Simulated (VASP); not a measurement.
# PbO (Pbcm) in VASP: single point with PBEsol

Aim: the single point of PbO with PBEsol.

Program: VASP 6.6.1. These are calculated values, not measurements. Logs are shortened: lines on timing, memory, paths and dates and some standing lists are left out, and cuts for length are marked.

## Step 1: The crystal as given

Symmetry: Pbcm, No. 57, orthorhombic system. The conventional cell has a = 5.913 Å, b = 5.526 Å, c = 4.713 Å, α = 90.00°, β = 90.00°, γ = 90.00°. Pb (site symmetry m) has 4 O at 2.24 to 2.46 Å as nearest neighbours. O (site symmetry m) has 4 Pb at 2.24 to 2.46 Å as nearest neighbours.

The cell is a database's computed one.

## Step 2: Single point, PBEsol, non-collinear spin, zero start, spin-orbit coupling

INCAR reads:

```
SYSTEM = PbO
PREC     = Accurate       ! precision mode
ENCUT    = 520            ! plane-wave cutoff, eV
EDIFF    = 1E-6           ! SCF threshold, eV
ISMEAR   = 0              ! smearing method
SIGMA    = 0.02           ! smearing width, eV
LREAL    = .False.        ! projectors in reciprocal space
LASPH    = .True.         ! aspherical terms in the spheres
NELM     = 80             ! most SCF steps
ALGO     = Normal         ! electronic algorithm
ISIF     = 2              ! what is computed and relaxed
LWAVE    = .False.        ! write WAVECAR
LCHARG   = .False.        ! write CHGCAR
MAGMOM   = 0 0 0 0 0 0 0 0 0 0 0 0 0 0 0 0 0 0 0 0 0 0 0 0 ! initial moments
LORBIT   = 11             ! projections on sites
LSORBIT  = .True.         ! spin-orbit coupling
GGA_COMPAT= .False.      
GGA      = PS             ! functional
```

KPOINTS reads:

```
regular mesh
0
Gamma
  6 6 6
  0 0 0
```

POSCAR reads:

```
PbO
1.0
    5.9128200000      0.0000000000      0.0000000000
    0.0000000000      5.5257100000      0.0000000000
    0.0000000000      0.0000000000      4.7126400000
Pb O
4 4
Direct
    0.2304000000      0.0107600000      0.7500000000
    0.7696000000      0.9892400000      0.2500000000
    0.7696000000      0.5107600000      0.7500000000
    0.2304000000      0.4892400000      0.2500000000
    0.8638000000      0.9082300000      0.7500000000
    0.1362000000      0.0917700000      0.2500000000
    0.1362000000      0.4082300000      0.7500000000
    0.8638000000      0.5917700000      0.2500000000
```

Potentials or basis: VASP PAW PBE potentials, release 64 (Pb_d, O).

The run is started by

```
> cat potpaw_PBE.64/Pb_d/POTCAR potpaw_PBE.64/O/POTCAR > POTCAR
> mpirun -np 1 vasp_ncl > vasp.out
```

OUTCAR:

```text
SYSTEM = PbO
   PREC = Accurate
   ENCUT = 520
   EDIFF = 1E-6
   ISMEAR = 0
   LREAL = .False.
   LASPH = .True.
   NELM = 80
   ISIF = 2
   LORBIT = 11
   LSORBIT = .True.
   GGA = PS

 ion  position               nearest neighbor table
   1  0.230  0.011  0.750-   5 2.24   7 2.27   6 2.46   6 2.46   4 3.54   4 3.54   2 3.60   2 3.60
                             4 3.72   4 3.72   3 3.88   3 3.88   2 3.97   2 3.97
   2  0.770  0.989  0.250-   6 2.24   8 2.27   5 2.46   5 2.46   3 3.54   3 3.54   1 3.60   1 3.60
                             3 3.72   3 3.72   4 3.88   4 3.88   1 3.97   1 3.97
   3  0.770  0.511  0.750-   7 2.24   5 2.27   8 2.46   8 2.46   2 3.54   2 3.54   4 3.60   4 3.60
                             2 3.72   2 3.72   1 3.88   1 3.88   4 3.97   4 3.97
   4  0.230  0.489  0.250-   8 2.24   6 2.27   7 2.46   7 2.46   1 3.54   1 3.54   3 3.60   3 3.60
                             1 3.72   1 3.72   2 3.88   2 3.88   3 3.97   3 3.97
   5  0.864  0.908  0.750-   1 2.24   3 2.27   2 2.46   2 2.46
   6  0.136  0.092  0.250-   2 2.24   4 2.27   1 2.46   1 2.46
   7  0.136  0.408  0.750-   3 2.24   1 2.27   4 2.46   4 2.46
   8  0.864  0.592  0.250-   4 2.24   2 2.27   3 2.46   3 2.46

  LATTYP: Found a simple orthorhombic cell.
 ALAT       =     4.7126400000
 B/A-ratio  =     1.1725296225
 C/A-ratio  =     1.2546725402

  Lattice vectors:

 A1 = (   0.0000000000,   0.0000000000,  -4.7126400000)
 A2 = (   0.0000000000,   5.5257100000,   0.0000000000)
 A3 = (   5.9128200000,   0.0000000000,   0.0000000000)

Analysis of symmetry for initial positions (statically):
=====================================================================
 Subroutine PRICEL returns:
 Original cell was already a primitive cell.

 Routine SETGRP: Setting up the symmetry group for a
 simple orthorhombic supercell.

 Subroutine GETGRP returns: Found  8 space group operations
 (whereof  2 operations were pure point group operations)
 out of a pool of  8 trial point group operations.

The static configuration has the point symmetry S_2 .
 The point group associated with its full space group is D_2h.

Analysis of symmetry for dynamics (positions and initial velocities):
=====================================================================
 Subroutine PRICEL returns:
 Original cell was already a primitive cell.

 Routine SETGRP: Setting up the symmetry group for a
 simple orthorhombic supercell.

 Subroutine GETGRP returns: Found  8 space group operations
 (whereof  2 operations were pure point group operations)
 out of a pool of  8 trial point group operations.

The dynamic configuration has the point symmetry S_2 .
 The point group associated with its full space group is D_2h.

Analysis of structural, dynamic, and magnetic symmetry:
=====================================================================
 Subroutine PRICEL returns:
 Original cell was already a primitive cell.

 Routine SETGRP: Setting up the symmetry group for a
 simple orthorhombic supercell.

 Subroutine GETGRP returns: Found  8 space group operations
 (whereof  2 operations were pure point group operations)
 out of a pool of  8 trial point group operations.

The overall configuration has the point symmetry S_2 .
 The point group associated with its full space group is D_2h.

 Subroutine INISYM returns: Found  8 space group operations
 (whereof  2 operations are pure point group operations),
 and found     1 'primitive' translations

----------------------------------------------------------------------------------------

                                     Primitive cell

  volume of cell :     153.9739

  direct lattice vectors                    reciprocal lattice vectors
     5.912820000  0.000000000  0.000000000     0.169124039  0.000000000  0.000000000
     0.000000000  5.525710000  0.000000000     0.000000000  0.180972219  0.000000000
     0.000000000  0.000000000  4.712640000     0.000000000  0.000000000  0.212195288

  length of vectors
     5.912820000  5.525710000  4.712640000     0.169124039  0.180972219  0.212195288

  position of ions in fractional coordinates (direct lattice)
     0.230400000  0.010760000  0.750000000
     0.769600000  0.989240000  0.250000000
[... 139 lines left out ...]
  ---------------------------------------------------
  free energy    TOTEN  =       -47.13491176 eV

  energy without entropy =      -47.13491176  energy(sigma->0) =      -47.13491176

 E-fermi :   4.6743     XC(G=0): -10.2986

 val. band max:        4.5801923202   @ k =   0.5000   0.0000   0.0000
 cond. band min:       6.5136766837   @ k =   0.5000   0.5000   0.3333
 fundamental gap:      1.9334843635
 Fermi energy:         4.6743318871

 k-point     1 :       0.0000    0.0000    0.0000
  band No.  band energies     occupation
      1     -13.1158      1.00000
      2     -13.1158      1.00000
      3     -13.0447      1.00000
      4     -13.0447      1.00000
      5     -13.0206      1.00000
      6     -13.0206      1.00000
[... 2269 lines left out ...]
     91      10.4723      0.00000
     92      10.4723      0.00000

 [... further k-points ...]

 [bands above 92 left out]

------------------------ aborting loop because EDIFF is reached ----------------------------------------

  FORCE on cell =-STRESS in cart. coord.  units (eV):
  Direction    XX          YY          ZZ          XY          YZ          ZX
  --------------------------------------------------------------------------------------
  -------------------------------------------------------------------------------------
  Total       -0.2044980     -0.2010689      0.0258529      0.0000000     -0.0000000      0.0000000
  in kB       -2.1279072     -2.0922251      0.2690132      0.0000000     -0.0000000      0.0000000
  external PRESSURE =      -1.3170397 kB  Pullay stress =       0.0000000 kB

 VOLUME and BASIS-vectors are now :
 -----------------------------------------------------------------------------
  energy-cutoff  :      520.00
  volume of cell :      153.97
      direct lattice vectors                 reciprocal lattice vectors
     5.912820000  0.000000000  0.000000000     0.169124039  0.000000000  0.000000000
     0.000000000  5.525710000  0.000000000     0.000000000  0.180972219  0.000000000
     0.000000000  0.000000000  4.712640000     0.000000000  0.000000000  0.212195288

 POSITION                                       TOTAL-FORCE (eV/Angst)
 -----------------------------------------------------------------------------------
      1.36231      0.05946      3.53448        -0.014381      0.004568     -0.000000
      4.55051      5.46625      1.17816         0.014381     -0.004568     -0.000000
      4.55051      2.82231      3.53448         0.014381      0.004568      0.000000
      1.36231      2.70340      1.17816        -0.014381     -0.004568     -0.000000
      5.10749      5.01862      3.53448         0.036067     -0.019489      0.000000
      0.80533      0.50709      1.17816        -0.036067      0.019489     -0.000000
      0.80533      2.25576      3.53448        -0.036067     -0.019489      0.000000
      5.10749      3.26995      1.17816         0.036067      0.019489     -0.000000
 -----------------------------------------------------------------------------------
    total drift:                                0.000000     -0.000000      0.000000

  FREE ENERGIE OF THE ION-ELECTRON SYSTEM (eV)
  ---------------------------------------------------
  free  energy   TOTEN  =       -47.1349117592 eV

  energy  without entropy=      -47.1349117592  energy(sigma->0) =      -47.13491176

 Spin-Orbit-Coupling matrix elements

 Ion:    1  E_soc:     -0.7770109
 l=   1
     0.0000000    -0.0567528    -0.0683911
    -0.0567528     0.0000000    -0.0640563
    -0.0683911    -0.0640563     0.0000000
 l=   2
     0.0000000    -0.0135016     0.0000000    -0.0133222    -0.0534139
    -0.0135016     0.0000000    -0.0395625    -0.0134722    -0.0132346
     0.0000000    -0.0395625     0.0000000    -0.0394848     0.0000000
    -0.0133222    -0.0134722    -0.0394848     0.0000000    -0.0133135
    -0.0534139    -0.0132346     0.0000000    -0.0133135     0.0000000
 l=   3
     0.0000000     0.0000000     0.0000000     0.0000000     0.0000000     0.0000000     0.0000000
     0.0000000     0.0000000     0.0000000     0.0000000     0.0000000     0.0000000     0.0000000
     0.0000000     0.0000000     0.0000000     0.0000000     0.0000000     0.0000000     0.0000000
     0.0000000     0.0000000     0.0000000     0.0000000     0.0000000     0.0000000     0.0000000
[... 129 lines left out ...]
 l=   2
     0.0000000     0.0000000     0.0000000     0.0000000     0.0000000
     0.0000000     0.0000000     0.0000000     0.0000000     0.0000000
     0.0000000     0.0000000     0.0000000     0.0000000     0.0000000
     0.0000000     0.0000000     0.0000000     0.0000000     0.0000000
     0.0000000     0.0000000     0.0000000     0.0000000     0.0000000
 l=   3
     0.0000000     0.0000000     0.0000000     0.0000000     0.0000000     0.0000000     0.0000000
     0.0000000     0.0000000     0.0000000     0.0000000     0.0000000     0.0000000     0.0000000
     0.0000000     0.0000000     0.0000000     0.0000000     0.0000000     0.0000000     0.0000000
     0.0000000     0.0000000     0.0000000     0.0000000     0.0000000     0.0000000     0.0000000
     0.0000000     0.0000000     0.0000000     0.0000000     0.0000000     0.0000000     0.0000000
     0.0000000     0.0000000     0.0000000     0.0000000     0.0000000     0.0000000     0.0000000
     0.0000000     0.0000000     0.0000000     0.0000000     0.0000000     0.0000000     0.0000000

 total charge

# of ion       s       p       d       tot
------------------------------------------
    1        1.385   0.624   9.877  11.886
    2        1.385   0.624   9.877  11.886
    3        1.385   0.624   9.877  11.886
    4        1.385   0.624   9.877  11.886
    5        1.575   3.353   0.000   4.928
    6        1.575   3.353   0.000   4.928
    7        1.575   3.353   0.000   4.928
    8        1.575   3.353   0.000   4.928
--------------------------------------------------
tot         11.838  15.907  39.509  67.255

 magnetization (x)

# of ion       s       p       d       tot
------------------------------------------
    1        0.000   0.000   0.000   0.000
    2        0.000   0.000  -0.000  -0.000
    3        0.000   0.000   0.000   0.000
    4        0.000   0.000   0.000   0.000
    5        0.000   0.000   0.000   0.000
    6        0.000   0.000   0.000   0.000
    7        0.000   0.000   0.000   0.000
    8        0.000   0.000   0.000   0.000
--------------------------------------------------
tot          0.000   0.000   0.000   0.000

 magnetization (y)

# of ion       s       p       d       tot
------------------------------------------
    1        0.000   0.000   0.000   0.000
    2        0.000   0.000   0.000   0.000
    3        0.000   0.000   0.000   0.000
    4        0.000   0.000   0.000   0.000
    5        0.000   0.000   0.000   0.000
    6        0.000   0.000   0.000   0.000
    7        0.000   0.000   0.000   0.000
    8        0.000   0.000   0.000   0.000
--------------------------------------------------
tot          0.000   0.000   0.000   0.000

 magnetization (z)

# of ion       s       p       d       tot
------------------------------------------
    1        0.000  -0.000   0.000  -0.000
    2        0.000  -0.000   0.000  -0.000
    3       -0.000   0.000  -0.000   0.000
    4       -0.000   0.000  -0.000   0.000
    5        0.000   0.000   0.000   0.000
    6        0.000   0.000   0.000   0.000
    7       -0.000  -0.000   0.000  -0.000
    8       -0.000  -0.000   0.000  -0.000
--------------------------------------------------
tot         -0.000  -0.000   0.000  -0.000
```

Wall time 33 min (1 thread of Intel Xeon Platinum 8488C (Sapphire Rapids), shared host); peak memory 1.3 GiB.

What came out:

| Item | Value |
| --- | --- |
| Free energy | -47.1349 eV |
| Pressure | -0.1 GPa |
| Largest force | 0.041 eV/Å |
| Net moment | 0.00 μB per cell |
| Valence electrons inside the program's atomic spheres | Pb 11.89; O 4.93 |

Forces in eV/Å, atoms in the order of the input:
```
Pb  -0.014  0.005  0.000
Pb   0.014 -0.005  0.000
Pb   0.014  0.005  0.000
Pb  -0.014 -0.005  0.000
O    0.036 -0.019  0.000
O   -0.036  0.019  0.000
O   -0.036 -0.019  0.000
O    0.036  0.019  0.000
```

Moments on the atoms (μB; x, y, z):
```
Pb  0.00 0.00 0.00
Pb  0.00 0.00 0.00
Pb  0.00 0.00 0.00
Pb  0.00 0.00 0.00
O   0.00 0.00 0.00
O   0.00 0.00 0.00
O   0.00 0.00 0.00
O   0.00 0.00 0.00
```

Caveat: the PAW data sets were made with another functional, which shifts forces and pressure a little.
